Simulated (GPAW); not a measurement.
# Si/Al(111): work function by functional and basis

Wanted: work functions and dipole of Si/Al(111), with the cost of each level.

Calculated with GPAW 26.7.0; GPAW, PAW setups; slab in vacuum, relaxation, in the first sound run; inputs show where later runs differ.

This is a report of a sequence of runs, with most program output left out.

## 1. Starting point

The cell holds 5 atoms: 4 Al and 1 Si. Cell: a = 2.864 Å, b = 2.864 Å, c = 26.804 Å, α = 90.0°, β = 90.0°, γ = 60.0°. Vacuum lies along c.

## 2. Relaxation

Forces are removed first; all later runs use this geometry. The lowest 2 atoms are held at bulk positions and keep their forces.

The input, run.py:

```python
import json
import numpy as np
from ase import Atoms
from ase.constraints import FixAtoms
from ase.optimize import BFGS
from gpaw import GPAW, PW

slab = Atoms(
    ['Al', 'Al', 'Al', 'Al', 'Si'],
    positions=[
        [0.00000, 0.00000, 9.00000],
        [1.43189, 0.82670, 11.33827],
        [2.86378, 1.65341, 13.67654],
        [0.00000, 0.00000, 16.01481],
        [1.43189, 0.82670, 17.80376]],
    cell=[[2.86378, 0.0, 0.0], [1.43189, 2.48011, 0.0], [0.0, 0.0, 26.80376]],
    pbc=[True, True, False])

slab.calc = GPAW(mode=PW(400), xc='PBE', kpts={'size': (13, 13, 1), 'gamma': True},
                 occupations={'name': 'fermi-dirac', 'width': 0.1}, nbands='200%',
                 convergence={'density': 1e-05}, maxiter=200,
                 poissonsolver={'dipolelayer': 'xy'},
                 symmetry={'tolerance': 1e-3, 'extra_ids': [1, 1, 0, 0, 0]}, txt='slab.txt')
result = {}
slab.set_constraint(FixAtoms([0, 1]))
path = []
opt = BFGS(slab, maxstep=0.2)
opt.attach(lambda: path.append((slab.get_potential_energy(), slab.positions.tolist(), slab.get_forces().tolist())))
result['relaxed'] = bool(opt.run(fmax=0.03, steps=40))
result['path'] = path
energy = slab.get_potential_energy()
fermi = slab.calc.get_fermi_level()
v = slab.calc.get_electrostatic_potential().mean((0, 1)) - fermi
n = slab.calc.get_pseudo_density().mean((0, 1))
L = slab.cell[2, 2]
z = np.arange(len(v)) * L / len(v)
low, high = slab.positions[:, 2].min(), slab.positions[:, 2].max()
below, above = np.interp([low - 6.8, high + 6.8], z, v)
slopes = [np.interp(x, z, np.gradient(v, z)) for x in (low - 6.8, high + 6.8)]
eps = np.array([[slab.calc.get_eigenvalues(k, s) for k in range(len(slab.calc.get_ibz_k_points()))]
                for s in range(slab.calc.get_number_of_spins())]) - fermi
top, bottom = eps[eps < 0].max(), eps[eps > 0].min()
dipole = slab.get_dipole_moment()[2]
print(f'energy {energy:.4f} eV, Fermi level {fermi:.4f} eV, dipole {dipole:.5f} e A')
print(f'potential 6.8 A off the faces, from the Fermi level: lower {below:.4f} eV, upper {above:.4f} eV')
print(f'slope of the potential there: lower {slopes[0]:.5f}, upper {slopes[1]:.5f} eV/A')
print(f'nearest levels on the mesh: {top:.4f} and {bottom:.4f} eV')
print('magnetic moment', round(slab.get_magnetic_moment(), 3))
result.update(energy=energy, fermi=fermi, dipole=dipole, below=below, above=above, slopes=slopes, edges=[top, bottom],
              z=z.tolist(), v=v.tolist(), n=n.tolist(), positions=slab.positions.tolist(),
              forces=slab.get_forces(apply_constraint=False).tolist(), moments=slab.get_magnetic_moments().tolist())
json.dump(result, open('result.json', 'w'))
```

Launch:

```bash
OMP_NUM_THREADS=1 OPENBLAS_NUM_THREADS=1 python run.py
```

Wall time 5.8 min (1 thread of Arm Neoverse V2, shared host); peak memory 0.2 GiB.

Relaxation path:

```tsv
step	energy less that of the first step (eV)	largest force (eV/Å)
1	0.0000	2.2174
2	-0.1211	1.6983
3	-0.3201	0.6465
4	-0.3481	0.4571
5	-0.3563	0.4161
6	-0.3673	0.3714
7	-0.3755	0.2763
8	-0.3786	0.1426
9	-0.3793	0.1089
10	-0.3799	0.1150
11	-0.3816	0.1549
12	-0.3850	0.1938
13	-0.3902	0.1812
14	-0.3941	0.1131
15	-0.3950	0.0383
16	-0.3952	0.0054
```

The atoms that moved most (Å):

```tsv
atom	dx	dy	dz	length
Si5	0.000	0.000	0.396	0.396
Al4	0.000	0.000	0.006	0.006
```

The relaxed structure:

```cif
data_structure
_symmetry_space_group_name_H-M 'P 1'
_symmetry_Int_Tables_number 1
_cell_length_a 2.8638
_cell_length_b 2.8638
_cell_length_c 26.8038
_cell_angle_alpha 90.000
_cell_angle_beta 90.000
_cell_angle_gamma 60.000
_cell_volume 190.37
loop_
_atom_site_label
_atom_site_type_symbol
_atom_site_fract_x
_atom_site_fract_y
_atom_site_fract_z
_atom_site_occupancy
Al1 Al 0.00000 0.00000 0.33577 1
Al2 Al 0.33333 0.33333 0.42301 1
Al3 Al 0.66666 0.66667 0.51033 1
Al4 Al 0.00000 0.00000 0.59770 1
Si5 Si 0.33333 0.33333 0.67900 1
```

This step gave:

| Property | Result |
| --- | --- |
| dipole along the normal | -0.01851 e·Å |
| levels nearest the Fermi level on the mesh | -0.01269, 0.06074 eV from the Fermi level |
| upper work function | 4.604 eV |
| lower work function | 4.133 eV |

The electrostatic potential energy of an electron (without an applied field's), less the Fermi level, planar mean oscillates, so the rows of the table below give means over windows of 2.36 Å about each position, cut where the curve ends. Its maxima inside the range that stand out by 2 % of the span (Å: eV): 10.2: -0.446, 12.5: -0.454, 14.9: -0.483, 17.2: -1.22. Its minima: 9.0: -15.8, 11.4: -15.9, 13.7: -15.8, 16.0: -15.9, 18.2: -18.5.

Table of electrostatic potential energy of an electron (without an applied field's), less the Fermi level, planar mean by z; means over each step:

z (Å), electrostatic potential energy of an electron (without an applied field's), less the Fermi level, planar mean (eV) and a bar from the least value:
```
     1.18        4.2 #############################
     3.54        4.1 #############################
     5.90        4.1 #############################
     8.26       -4.9 ########
    10.62       -7.1 ###
    12.98       -7.1 ###
    15.34       -7.1 ###
    17.70       -8.3 
    20.06        3.2 ###########################
    22.42        4.6 ##############################
    24.78        4.6 ##############################
```

The pseudo valence density, planar mean oscillates, so the rows of the table below give means over windows of 1.18 Å about each position, cut where the curve ends. Its maxima inside the range that stand out by 2 % of the span (Å: e/Å³): 8.6: 0.189, 9.4: 0.197, 10.7: 0.199, 11.8: 0.199, 13.1: 0.198, 14.2: 0.199, 15.4: 0.200, 17.8: 0.282, 18.7: 0.268. Its minima: 9.0: 0.144, 10.1: 0.176, 11.4: 0.141, 12.4: 0.177, 13.7: 0.143, 14.8: 0.177, 16.1: 0.142, 18.2: 0.238.

Table of pseudo valence density, planar mean by z; means over each step:

z (Å), pseudo valence density, planar mean (e/Å³) and a bar:
```
     4.13      0.000 
     5.31      0.000 
     6.49      0.005 #
     7.67      0.068 ########
     8.85      0.169 ####################
    10.03      0.185 ######################
    11.21      0.176 #####################
    12.39      0.186 ######################
    13.57      0.175 #####################
    14.75      0.186 ######################
    15.93      0.176 #####################
    17.11      0.231 ###########################
    18.29      0.257 ##############################
    19.47      0.090 ###########
    20.65      0.005 #
    21.83      0.000 
    23.01      0.000
```

The relaxation lowered the energy of the cell by 0.395 eV (energies extrapolated to zero smearing; the optimiser's log prints free energies). The largest force left on a free atom is 0.0054 eV/Å.

## 3. Plane waves, PBE

With the geometry fixed, the planar mean of the potential gives the vacuum level on each side.

This step: GPAW, PAW setups; slab in vacuum (GPAW 26.7.0).

run.py, as its differences from that of step 2:

```diff
@@ -3,4 +3,2 @@
 from ase import Atoms
-from ase.constraints import FixAtoms
-from ase.optimize import BFGS
 from gpaw import GPAW, PW
@@ -12,5 +10,5 @@
         [1.43189, 0.82670, 11.33827],
-        [2.86378, 1.65341, 13.67654],
-        [0.00000, 0.00000, 16.01481],
-        [1.43189, 0.82670, 17.80376]],
+        [2.86378, 1.65341, 13.67867],
+        [0.00000, 0.00000, 16.02057],
+        [1.43189, 0.82670, 18.19983]],
     cell=[[2.86378, 0.0, 0.0], [1.43189, 2.48011, 0.0], [0.0, 0.0, 26.80376]],
@@ -22,10 +20,4 @@
                  poissonsolver={'dipolelayer': 'xy'},
-                 symmetry={'tolerance': 1e-3, 'extra_ids': [1, 1, 0, 0, 0]}, txt='slab.txt')
+                 symmetry={'tolerance': 1e-3}, txt='slab.txt')
 result = {}
-slab.set_constraint(FixAtoms([0, 1]))
-path = []
-opt = BFGS(slab, maxstep=0.2)
-opt.attach(lambda: path.append((slab.get_potential_energy(), slab.positions.tolist(), slab.get_forces().tolist())))
-result['relaxed'] = bool(opt.run(fmax=0.03, steps=40))
-result['path'] = path
 energy = slab.get_potential_energy()
```

Wall time 27 s (1 thread); peak memory 0.19 GiB.

This step gave:

```yaml
dipole_along_the_normal: -0.01850 e·Å
```

The electrostatic potential energy of an electron (without an applied field's), less the Fermi level, planar mean oscillates, so the rows of the table below give means over windows of 2.36 Å about each position, cut where the curve ends. Its maxima inside the range that stand out by 2 % of the span (Å: eV): 10.2: -0.446, 12.5: -0.454, 14.9: -0.483, 17.2: -1.22. Its minima: 9.0: -15.8, 11.4: -15.9, 13.7: -15.8, 16.0: -15.9, 18.2: -18.5.

The electrostatic potential energy of an electron (without an applied field's), less the Fermi level, planar mean by z; means over each step:

z (Å), electrostatic potential energy of an electron (without an applied field's), less the Fermi level, planar mean (eV) and a bar from the least value:
```
     1.18        4.2 #############################
     3.54        4.1 #############################
     5.90        4.1 #############################
     8.26       -4.9 ########
    10.62       -7.1 ###
    12.98       -7.1 ###
    15.34       -7.1 ###
    17.70       -8.3 
    20.06        3.2 ###########################
    22.42        4.6 ##############################
    24.78        4.6 ##############################
```

The pseudo valence density, planar mean oscillates, so the rows of the table below give means over windows of 1.18 Å about each position, cut where the curve ends. Its maxima inside the range that stand out by 2 % of the span (Å: e/Å³): 8.6: 0.189, 9.4: 0.197, 10.7: 0.199, 11.8: 0.199, 13.1: 0.198, 14.2: 0.199, 15.4: 0.200, 17.8: 0.282, 18.7: 0.268. Its minima: 9.0: 0.144, 10.1: 0.176, 11.4: 0.141, 12.4: 0.177, 13.7: 0.143, 14.8: 0.177, 16.1: 0.142, 18.2: 0.238.

The pseudo valence density, planar mean by z; means over each step:

```tsv
z (Å)	pseudo valence density, planar mean (e/Å³)
4.13	1.4e-5
5.31	2.7e-4
6.49	0.00506
7.67	0.0682
8.85	0.169
10.03	0.185
11.21	0.176
12.39	0.186
13.57	0.175
14.75	0.186
15.93	0.176
17.11	0.231
18.29	0.257
19.47	0.0902
20.65	0.00489
21.83	1.8e-4
23.01	8.0e-6
```

Force by atom:

```tsv
atom	x (eV/Å)	y (eV/Å)	z (eV/Å)	size
Al1	0.0000	0.0000	-0.0713	0.0713
Al2	0.0000	0.0000	0.0753	0.0753
Al3	0.0000	0.0000	-0.0008	0.0008
Al4	0.0000	0.0000	-0.0053	0.0053
Si5	0.0000	0.0000	0.0022	0.0022
```

The potential is flat to 4.0e-5 eV/Å where it is read, so the vacuum is wide enough.

## 4. Self-consistent run: xc = "RPBE"

The same geometry under RPBE, to see how far the functional moves the levels against the vacuum.

run.py, as its differences from that of step 3:

```diff
@@ -16,3 +16,3 @@
 
-slab.calc = GPAW(mode=PW(400), xc='PBE', kpts={'size': (13, 13, 1), 'gamma': True},
+slab.calc = GPAW(mode=PW(400), xc='RPBE', kpts={'size': (13, 13, 1), 'gamma': True},
                  occupations={'name': 'fermi-dirac', 'width': 0.1}, nbands='200%',
```

The job ended after 27 s (1 thread; peak memory 0.19 GiB).

This step gave:

```yaml
dipole_along_the_normal: -0.01869 e·Å
levels_nearest_the_fermi_level_on_the_mesh: -0.006873, 0.05549 eV from the Fermi level
upper_work_function: 4.535 eV
lower_work_function: 4.060 eV
```

The electrostatic potential energy of an electron (without an applied field's), less the Fermi level, planar mean oscillates, so the rows of the table below give means over windows of 2.36 Å about each position, cut where the curve ends. Its maxima inside the range that stand out by 2 % of the span (Å: eV): 10.2: -0.527, 12.5: -0.535, 14.9: -0.563, 17.2: -1.30. Its minima: 9.0: -15.9, 11.4: -16.0, 13.7: -16.0, 16.0: -16.0, 18.2: -18.6.

Electrostatic potential energy of an electron (without an applied field's), less the Fermi level, planar mean against z; means over each step:

z (Å), electrostatic potential energy of an electron (without an applied field's), less the Fermi level, planar mean (eV) and a bar from the least value:
```
     1.18        4.1 #############################
     3.54        4.1 #############################
     5.90        4.0 #############################
     8.26       -4.9 ########
    10.62       -7.2 ###
    12.98       -7.2 ###
    15.34       -7.2 ###
    17.70       -8.4 
    20.06        3.1 ###########################
    22.42        4.5 ##############################
    24.78        4.5 ##############################
```

The pseudo valence density, planar mean oscillates, so the rows of the table below give means over windows of 1.18 Å about each position, cut where the curve ends. Its maxima inside the range that stand out by 2 % of the span (Å: e/Å³): 8.6: 0.189, 9.4: 0.196, 10.7: 0.199, 11.8: 0.198, 13.1: 0.198, 14.2: 0.198, 15.4: 0.199, 17.8: 0.281, 18.7: 0.268. Its minima: 9.0: 0.144, 10.1: 0.177, 11.4: 0.141, 12.4: 0.178, 13.7: 0.143, 14.8: 0.178, 16.1: 0.142, 18.2: 0.237.

The pseudo valence density, planar mean by z; means over each step:

```tsv
z (Å)	pseudo valence density, planar mean (e/Å³)
4.13	1.5e-5
5.31	2.8e-4
6.49	0.00498
7.67	0.0685
8.85	0.169
10.03	0.186
11.21	0.175
12.39	0.186
13.57	0.175
14.75	0.186
15.93	0.175
17.11	0.231
18.29	0.256
19.47	0.0906
20.65	0.00481
21.83	1.9e-4
23.01	8.7e-6
```

Force by atom:

```tsv
atom	x (eV/Å)	y (eV/Å)	z (eV/Å)	size
Al1	0.000	0.000	-0.139	0.139
Al2	0.000	0.000	0.075	0.075
Al3	0.000	0.000	0.000	0.000
Al4	0.000	0.000	-0.007	0.007
Si5	0.000	0.000	0.071	0.071
```

The upper face's work function is 4.535 eV, against 4.604 eV in the first plane-wave PBE run at this geometry.

## 5. Self-consistent run: xc = "revPBE"

The same geometry under revPBE, to see how far the functional moves the levels against the vacuum.

run.py, as its differences from that of step 4:

```diff
@@ -16,3 +16,3 @@
 
-slab.calc = GPAW(mode=PW(400), xc='RPBE', kpts={'size': (13, 13, 1), 'gamma': True},
+slab.calc = GPAW(mode=PW(400), xc='revPBE', kpts={'size': (13, 13, 1), 'gamma': True},
                  occupations={'name': 'fermi-dirac', 'width': 0.1}, nbands='200%',
```

Run time: 27 s. Hardware: 1 thread; peak memory 0.19 GiB.

This step gave:

- dipole along the normal: -0.01857 e·Å
- levels nearest the Fermi level on the mesh: -0.008093, 0.05638 eV from the Fermi level
- upper work function: 4.533 eV
- lower work function: 4.061 eV

The upper face's work function is 4.533 eV, against 4.604 eV in the first plane-wave PBE run at this geometry.

## 6. OptPBE vdW: xc = "optPBE-vdW"

The same geometry under optPBE-vdW, to see how far the functional moves the levels against the vacuum (the van der Waals functionals take revPBE setups).

run.py, as its differences from that of step 5:

```diff
@@ -16,3 +16,3 @@
 
-slab.calc = GPAW(mode=PW(400), xc='revPBE', kpts={'size': (13, 13, 1), 'gamma': True},
+slab.calc = GPAW(mode=PW(400), xc='optPBE-vdW', kpts={'size': (13, 13, 1), 'gamma': True},
                  occupations={'name': 'fermi-dirac', 'width': 0.1}, nbands='200%',
```

Elapsed: 35 s, on 1 thread; peak memory 0.32 GiB.

This step gave:

| Quantity | Value |
| --- | --- |
| dipole along the normal | -0.02013 e·Å |
| levels nearest the Fermi level on the mesh | -0.01186, 0.07790 eV from the Fermi level |
| upper work function | 4.762 eV |
| lower work function | 4.251 eV |

The upper face's work function is 4.762 eV, against 4.604 eV in the first plane-wave PBE run at this geometry.

## 7. Self-consistent run: xc = "vdW-DF2"

The same geometry under vdW-DF2, to see how far the functional moves the levels against the vacuum (the van der Waals functionals take revPBE setups).

run.py, as its differences from that of step 6:

```diff
@@ -16,3 +16,3 @@
 
-slab.calc = GPAW(mode=PW(400), xc='optPBE-vdW', kpts={'size': (13, 13, 1), 'gamma': True},
+slab.calc = GPAW(mode=PW(400), xc='vdW-DF2', kpts={'size': (13, 13, 1), 'gamma': True},
                  occupations={'name': 'fermi-dirac', 'width': 0.1}, nbands='200%',
```

Run time: 52 s. Hardware: 1 thread; peak memory 0.32 GiB.

This step gave:

```yaml
dipole_along_the_normal: -0.02064 e·Å
levels_nearest_the_fermi_level_on_the_mesh: -0.02542, 0.09167 eV from the Fermi level
upper_work_function: 4.818 eV
lower_work_function: 4.293 eV
```

The upper face's work function is 4.818 eV, against 4.604 eV in the first plane-wave PBE run at this geometry.

## 8. Self-consistent run: xc = "LDA"

The same geometry under LDA, to see how far the functional moves the levels against the vacuum.

run.py, as its differences from that of step 7:

```diff
@@ -16,3 +16,3 @@
 
-slab.calc = GPAW(mode=PW(400), xc='vdW-DF2', kpts={'size': (13, 13, 1), 'gamma': True},
+slab.calc = GPAW(mode=PW(400), xc='LDA', kpts={'size': (13, 13, 1), 'gamma': True},
                  occupations={'name': 'fermi-dirac', 'width': 0.1}, nbands='200%',
```

Elapsed: 25 s, on 1 thread; peak memory 0.19 GiB.

This step gave:

* dipole along the normal: -0.01891 e·Å
* levels nearest the Fermi level on the mesh: -0.01997, 0.06951 eV from the Fermi level
* upper work function: 4.778 eV
* lower work function: 4.297 eV

The upper face's work function is 4.778 eV, against 4.604 eV in the first plane-wave PBE run at this geometry.

## 9. Real-space grid: mode = "fd"

A real-space grid is a second complete basis, so it checks the plane-wave result.

run.py, as its differences from that of step 8:

```diff
@@ -3,3 +3,3 @@
 from ase import Atoms
-from gpaw import GPAW, PW
+from gpaw import GPAW
 
@@ -16,3 +16,3 @@
 
-slab.calc = GPAW(mode=PW(400), xc='LDA', kpts={'size': (13, 13, 1), 'gamma': True},
+slab.calc = GPAW(mode='fd', h=0.18, xc='PBE', kpts={'size': (13, 13, 1), 'gamma': True},
                  occupations={'name': 'fermi-dirac', 'width': 0.1}, nbands='200%',
```

Elapsed: 61 s, on 1 thread; peak memory 0.34 GiB.

Numbers from this step:

- dipole along the normal: -0.01845 e·Å
- levels nearest the Fermi level on the mesh: -0.01267, 0.06078 eV from the Fermi level
- upper work function: 4.604 eV
- lower work function: 4.133 eV

The upper face's work function is 4.604 eV, against 4.604 eV in the first plane-wave PBE run at this geometry.

## 10. Atomic orbitals: mode = "lcao"

Atom-centred orbitals end a few angstrom from the surface, which tests how much the density's tail matters.

run.py, as its differences from that of step 9:

```diff
@@ -16,4 +16,4 @@
 
-slab.calc = GPAW(mode='fd', h=0.18, xc='PBE', kpts={'size': (13, 13, 1), 'gamma': True},
-                 occupations={'name': 'fermi-dirac', 'width': 0.1}, nbands='200%',
+slab.calc = GPAW(mode='lcao', basis='dzp', h=0.18, xc='PBE', kpts={'size': (13, 13, 1), 'gamma': True},
+                 occupations={'name': 'fermi-dirac', 'width': 0.1}, nbands='120%',
                  convergence={'density': 1e-05}, maxiter=200,
```

Elapsed: 4.2 min, on 1 thread; peak memory 0.25 GiB.

This step gave:

```yaml
dipole_along_the_normal: -0.01778 e·Å
levels_nearest_the_fermi_level_on_the_mesh: -0.05440, 0.02585 eV from the Fermi level
upper_work_function: 4.513 eV
lower_work_function: 4.060 eV
```

The upper face's work function is 4.513 eV, against 4.604 eV in the first plane-wave PBE run at this geometry.

## 11. The ladder

Times are for 1 thread of Arm Neoverse V2, shared host. The series side by side:

```tsv
no.	run	upper work function (eV)	lower work function (eV)	time	memory (GiB)
1	pw	4.604	4.133	27 s	0.19
2	RPBE	4.535	4.060	27 s	0.19
3	revPBE	4.533	4.061	27 s	0.19
4	optPBE vdW	4.762	4.251	35 s	0.32
5	vdW DF2	4.818	4.293	52 s	0.32
6	LDA	4.778	4.297	25 s	0.19
7	fd	4.604	4.133	61 s	0.34
8	lcao	4.513	4.060	4.2 min	0.25
```

## 12. Side by side

Results and costs are gathered.

This step: comparison of work functions, dipole and cost (GPAW 26.7.0).

Ladder, by row:

```tsv
step	code	work function, upper (eV)	work function, lower (eV)	dipole (e Å)	wall time (s)	peak memory (GiB)	threads
pw	GPAW	4.604	4.133	-0.0185	26.62	0.19	1
RPBE	GPAW	4.535	4.06	-0.01869	26.83	0.19	1
revPBE	GPAW	4.533	4.061	-0.01857	26.65	0.19	1
optPBE-vdW	GPAW	4.762	4.251	-0.02013	35	0.32	1
vdW-DF2	GPAW	4.818	4.293	-0.02064	51.98	0.32	1
LDA	GPAW	4.778	4.297	-0.01891	24.66	0.19	1
fd	GPAW	4.604	4.133	-0.01845	61.25	0.34	1
lcao	GPAW	4.513	4.06	-0.01778	249.6	0.25	1
```

## 13. Results

- work function, upper and lower face: 4.604 and 4.133 eV
- dipole along the normal: -0.0185 e Å

What this shows: With plane waves and PBE the work function is 4.60 eV on the upper face and 4.13 eV on the lower. The two faces differ by 0.47 eV, the step that the slab's dipole makes (e p/(ε0 A) gives 0.47 eV), so the dipole layer is needed. Over the sound runs of the table the upper face's work function spans 4.513 (lcao) to 4.818 eV (vdW-DF2). The cell of 7.10 Å² holds one Si, started on one chosen site; other sites and coverages weren't tried. The in-plane lattice was kept as typed, which isn't the functional's own and leaves some strain; spin-orbit coupling and temperature are left out.

[Logs are printed without paths, hosts, clocks, repeated set-up lines and the standing remarks that a program may print on its own settings, such as how far it seeks lower states.]

[Hosts, paths, dates, database ids (printed as entryN), source tags and the programs' standing remarks are cut or masked in the printed files.]
